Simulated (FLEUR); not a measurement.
# Sb (I4/mmm) in FLEUR: convergence with k mesh

Aim: find how far k mesh must go before the results for Sb settle, at PBE. This setting moves, with any that are tied to it; all else stays.

All numbers are computed with FLEUR MaX-R8.1 (later development tree); they aren't measurements. Logs are shortened: lines on timing, memory, paths and dates and some standing lists are left out, and cuts for length are marked.

### Step 1. The structure

Symmetry: I4/mmm, No. 139, tetragonal system. The conventional cell has a = 3.153 Å, b = 3.153 Å, c = 5.424 Å, α = 90.00°, β = 90.00°, γ = 90.00°. Around Sb (site symmetry 4/mmm) lie 12 Sb at 3.15 to 3.51 Å.

This isn't the form of Sb at room conditions, which is rhombohedral.

### Step 2. With k mesh 3 × 3 × 3

Input file inp.xml:

```xml
<?xml version="1.0" encoding="UTF-8" standalone="no"?>
<fleurInput fleurInputVersion="0.39">
   <comment>
      Sb                                                                                                  
   </comment>
   <calculationSetup>
      <cutoffs Kmax="4.1" Gmax="12.7" GmaxXC="12.7" numbands="0"/>
      <scfLoop itmax="60" minDistance="0.00001" maxIterBroyd="15" imix="Anderson" alpha="0.05" precondParam="0.0" spinf="2.0" sdNocoIR="T"/>
      <coreElectrons ctail="T" frcor="F" kcrel="0" coretail_lmax="0"/>
      <xcFunctional name="pbe" relativisticCorrections="F"/>
      <magnetism jspins="1"/>
      <soc l_soc="F" theta="0.0" phi="0.0" spav="F"/>
      <expertModes spex="0" secvar="F"/>
      <geometryOptimization l_f="T" forcealpha="1.0" forcemix="BFGS" epsdisp="0.0005" epsforce="0.0002"/>
      <ldaU l_linMix="F" mixParam="0.05" spinf="1.0"/>
   </calculationSetup>
   <cell>
      <bzIntegration valenceElectrons="21.0" mode="hist" fermiSmearingEnergy="0.00183747">
         <kPointListSelection listName="default-1"/>
         <!-- k-points included here -->
         <xi:include xmlns:xi="http://www.w3.org/2001/XInclude" href="kpts.xml"> </xi:include>
      </bzIntegration>
      <!-- symmetry operations included here -->
      <xi:include xmlns:xi="http://www.w3.org/2001/XInclude" href="sym.xml"> </xi:include>
      <bulkLattice scale="1.0">
         <bravaisMatrix>
            <row-1>   -2.9792291704857377     2.9792291704857377     5.1248209019343527</row-1>
            <row-2>    2.9792291704857377    -2.9792291704857377     5.1248209019343527</row-2>
            <row-3>    2.9792291704857377     2.9792291704857377    -5.1248209019343527</row-3>
         </bravaisMatrix>
      </bulkLattice>
   </cell>
   <atomSpecies>
      <species name="Antimony (Sb)" element="Sb" atomicNumber="51">
         <mtSphere radius="2.66" gridPoints="879" logIncrement="0.015"/>
         <atomicCutoffs lmax="10" lnonsphr="10"/>
         <electronConfig flipSpins="F">
            <coreConfig>(1s1/2) (2s1/2) (2p1/2) (2p3/2) (3s1/2) (3p1/2) (3p3/2) (4s1/2) (3d3/2) (3d5/2)</coreConfig>
            <valenceConfig>(4p1/2) (4p3/2) (5s1/2) (4d3/2) (4d5/2) (5p1/2) (5p3/2)</valenceConfig>
            <stateOccupation state="(5p1/2)" spinUp="0.500000" spinDown="0.500000"/>
            <stateOccupation state="(5p3/2)" spinUp="1.000000" spinDown="1.000000"/>
         </electronConfig>
         <energyParameters s="5" p="5" d="5" f="4"/>
         <lo type="SCLO" l="1" n="4" eDeriv="0"/>
         <lo type="SCLO" l="1" n="4" eDeriv="1"/>
         <lo type="SCLO" l="2" n="4" eDeriv="0"/>
         <lo type="SCLO" l="2" n="4" eDeriv="1"/>
         <lo type="SCLO" l="0" n="5" eDeriv="2"/>
         <lo type="SCLO" l="3" n="4" eDeriv="2"/>
      </species>
   </atomSpecies>
   <atomGroups>
      <atomGroup species="Antimony (Sb)">
         <relPos label="                   1">.0000000000 .0000000000 .0000000000</relPos>
         <force calculate="T" relaxXYZ="TTT"/>
      </atomGroup>
   </atomGroups>
   <output dos="F" band="F" slice="F">
      <checks vchk="F" cdinf="F"/>
      <bandDOS minEnergy="-.5*Htr" maxEnergy="0.5*Htr" sigma="0.015" storeEVData="T"/>
      <vacuumDOS vacdos="F" integ="F" star="F" nstars="0" locx1="0.0" locy1="0.0" locx2="0.0" locy2="0.0" nstm="0" tworkf="0.0"/>
      <unfoldingBand unfoldBand="F" supercellX="1" supercellY="1" supercellZ="1"/>
      <plotting iplot="0" polar="F">
         <plot TwoD="T" vec1="  1.0  0.0  0.0" vec2="  0.0  1.0  0.0" vec3="  0.0  0.0  1.0" zero="  0.0  0.0  0.0" file="plot"/>
      </plotting>
      <chargeDensitySlicing numkpt="0" minEigenval="0.0" maxEigenval="0.0" nnne="0" pallst="F"/>
      <specialOutput eonly="F"/>
      <moessbauerParams electricFieldGradient="T" isomerShift="T" coreHyperfine="T" valenceHyperfine="T"/>
      <magneticCircularDichroism mcd="F" energyLo="-10.0" energyUp="0.0"/>
   </output>
  <!-- We include the file relax.xml here to enable relaxations (see documentation) -->
  <xi:include xmlns:xi="http://www.w3.org/2001/XInclude" href="relax.xml"> <xi:fallback/> </xi:include>
</fleurInput>
```

Input file crystal.txt:

```
Sb
&input cartesian=F /
-1.5765401831  1.5765401831  2.7119384313
1.5765401831  -1.5765401831  2.7119384313
1.5765401831  1.5765401831  -2.7119384313
1.8897261246
1.0 1.0 1.0

1
51 0.0000000000  0.0000000000  0.0000000000

&kpt div1=3 div2=3 div3=3 gamma=T /
```

Potentials or basis: all-electron, FLAPW.

The run is started by

```bash
> inpgen -f crystal.txt -profile fastHighL
> # inp.xml edited to the form shown
> fleur_MPI
```

Run time: 4.1 s. Hardware: 1 thread of Arm Neoverse V2, shared host; peak memory 0.06 GiB.

The calculation stopped without meeting its thresholds.

### Step 3. With k mesh 5 × 5 × 5

inp.xml is that of step 2.

crystal.txt, as its differences from that of step 2:

```diff
@@ -11,2 +11,2 @@
 
-&kpt div1=3 div2=3 div3=3 gamma=T /
+&kpt div1=5 div2=5 div3=5 gamma=T /
```

Potentials or basis: all-electron, FLAPW.

The run is started by

```bash
> inpgen -f crystal.txt -profile fastHighL
> # inp.xml edited to the form shown
> fleur_MPI
```

It took 14 s on 1 thread of Arm Neoverse V2, shared host; peak memory 0.07 GiB.

Results:

```
Free energy                                           : -176426.9225 eV
Band gap on the k mesh                                : none (metal or under the smearing width)
Valence electrons inside the program's atomic spheres : Sb 19.03 (radii Sb 2.66 bohr)
```

### Step 4. With k mesh 7 × 7 × 7

inp.xml is that of step 3.

crystal.txt, as its differences from that of step 3:

```diff
@@ -11,2 +11,2 @@
 
-&kpt div1=5 div2=5 div3=5 gamma=T /
+&kpt div1=7 div2=7 div3=7 gamma=T /
```

The run is started by

```bash
> inpgen -f crystal.txt -profile fastHighL
> # inp.xml edited to the form shown
> fleur_MPI
```

Run time: 25 s. Hardware: 1 thread of Arm Neoverse V2, shared host; peak memory 0.07 GiB.

Results:

```
Free energy                                           : -176426.9681 eV
Band gap on the k mesh                                : none (metal or under the smearing width)
Valence electrons inside the program's atomic spheres : Sb 19.04 (radii Sb 2.66 bohr)
```

### Step 5. With k mesh 8 × 8 × 8

inp.xml is that of step 4.

crystal.txt, as its differences from that of step 4:

```diff
@@ -11,2 +11,2 @@
 
-&kpt div1=7 div2=7 div3=7 gamma=T /
+&kpt div1=8 div2=8 div3=8 gamma=T /
```

The run is started by

```bash
> inpgen -f crystal.txt -profile fastHighL
> # inp.xml edited to the form shown
> fleur_MPI
```

Wall time 35 s (1 thread of Arm Neoverse V2, shared host); peak memory 0.07 GiB.

What came out:

* Free energy: -176426.9899 eV
* Band gap on the k mesh: none (metal or under the smearing width)
* Valence electrons inside the program's atomic spheres: Sb 19.04 (radii Sb 2.66 bohr)

### Step 6. With k mesh 10 × 10 × 10

inp.xml is that of step 5.

crystal.txt, as its differences from that of step 5:

```diff
@@ -11,2 +11,2 @@
 
-&kpt div1=8 div2=8 div3=8 gamma=T /
+&kpt div1=10 div2=10 div3=10 gamma=T /
```

Potentials or basis: all-electron, FLAPW.

The run is started by

```bash
> inpgen -f crystal.txt -profile fastHighL
> # inp.xml edited to the form shown
> fleur_MPI
```

It took 57 s on 1 thread of Arm Neoverse V2, shared host; peak memory 0.07 GiB.

What came out:

| Item | Value |
| --- | --- |
| Free energy | -176427.0060 eV |
| Band gap on the k mesh | none (metal or under the smearing width) |
| Valence electrons inside the program's atomic spheres | Sb 19.04 (radii Sb 2.66 bohr) |

### Step 7. With k mesh 12 × 12 × 12

inp.xml is that of step 6.

crystal.txt, as its differences from that of step 6:

```diff
@@ -11,2 +11,2 @@
 
-&kpt div1=10 div2=10 div3=10 gamma=T /
+&kpt div1=12 div2=12 div3=12 gamma=T /
```

The run is started by

```bash
> inpgen -f crystal.txt -profile fastHighL
> # inp.xml edited to the form shown
> fleur_MPI
```

Wall time 88 s (1 thread of Arm Neoverse V2, shared host); peak memory 0.07 GiB.

Results:

| Property | Result |
| --- | --- |
| Free energy | -176426.9983 eV |
| Band gap on the k mesh | none (metal or under the smearing width) |
| Valence electrons inside the program's atomic spheres | Sb 19.04 (radii Sb 2.66 bohr) |

### Step 8. With k mesh 15 × 15 × 15

inp.xml is that of step 7.

crystal.txt, as its differences from that of step 7:

```diff
@@ -11,2 +11,2 @@
 
-&kpt div1=12 div2=12 div3=12 gamma=T /
+&kpt div1=15 div2=15 div3=15 gamma=T /
```

The run is started by

```bash
> inpgen -f crystal.txt -profile fastHighL
> # inp.xml edited to the form shown
> fleur_MPI
```

Wall time 2.5 min (1 thread of Arm Neoverse V2, shared host); peak memory 0.08 GiB.

Results:

* Free energy: -176426.9913 eV
* Band gap on the k mesh: none (metal or under the smearing width)
* Valence electrons inside the program's atomic spheres: Sb 19.04 (radii Sb 2.66 bohr)

### Step 9. With k mesh 18 × 18 × 18

inp.xml is that of step 8.

crystal.txt, as its differences from that of step 8:

```diff
@@ -11,2 +11,2 @@
 
-&kpt div1=15 div2=15 div3=15 gamma=T /
+&kpt div1=18 div2=18 div3=18 gamma=T /
```

Potentials or basis: all-electron, FLAPW.

The run is started by

```bash
> inpgen -f crystal.txt -profile fastHighL
> # inp.xml edited to the form shown
> fleur_MPI
```

Log:

```text
Welcome to FLEUR        (www.flapw.de)
      MaX-Release 8.1          (www.max-centre.eu)

 ========== k-point set info ==========
 Selected k-point list: default-1
 k-point list type: mesh
 18 x 18 x 18
 Number of k points: 480

 ------------Calculation Setup---------------------------
 Number of MPI-tasks      :            1
 Number of PE/node        :            1
 Number of OMP-threads    :            1
 Most efficient MPI parallelization for:
           1           2           3           4           5           6           8          10          12          15          16          20          24          30          32          40          48          60          80          96         120         160         240         480
 Additional eigenvalue parallelization possible
 Number of basis functions:          266
 Approximate size of matrices (H+S) per k-point:         0.001 GB
 --------------------------------------------------------
 Iteration:     1   Distance:       4.72847584 me/bohr^3
 Iteration:     2   Distance:       4.43040128 me/bohr^3
 Iteration:     3   Distance:       1.23556479 me/bohr^3
 Iteration:     4   Distance:       0.14224046 me/bohr^3
 Iteration:     5   Distance:       0.13225430 me/bohr^3
 Iteration:     6   Distance:       0.01786326 me/bohr^3
 Iteration:     7   Distance:       0.00214406 me/bohr^3
 Iteration:     8   Distance:       0.00183517 me/bohr^3
 Iteration:     9   Distance:       0.00014986 me/bohr^3
 Iteration:    10   Distance:       0.00006363 me/bohr^3
 Iteration:    11   Distance:       0.00002379 me/bohr^3
 Iteration:    12   Distance:       0.00000110 me/bohr^3

 ********************************************************************
 Run finished successfully
 Stop message:
   Structural relaxation: Done
 ********************************************************************
```

Run time: 4.1 min. Hardware: 1 thread of Arm Neoverse V2, shared host; peak memory 0.08 GiB.

Results:

| Quantity | Value |
| --- | --- |
| Free energy | -176426.9948 eV |
| Band gap on the k mesh | none (metal or under the smearing width) |
| Valence electrons inside the program's atomic spheres | Sb 19.04 (radii Sb 2.66 bohr) |

### Step 10. The series at a glance

```tsv
k mesh	energy less the tightest run, at zero smearing (meV/atom)	SCF cycles	CPU time (s)	peak memory (GiB)
3 × 3 × 3	not converged	-	-	-
5 × 5 × 5	76.60	13	14	0.07
7 × 7 × 7	26.66	13	25	0.07
8 × 8 × 8	5.54	13	35	0.07
10 × 10 × 10	-12.43	13	57	0.07
12 × 12 × 12	-3.65	13	88	0.07
15 × 15 × 15	3.60	13	150	0.08
18 × 18 × 18	0.00	13	250	0.08
```

Not settled before the last step: the energy (to 1 meV/atom). Meshes of other sizes hit other points, so gaps and Fermi surfaces needn't settle smoothly. The tightest run that finished is the yardstick and may itself not be fully converged.
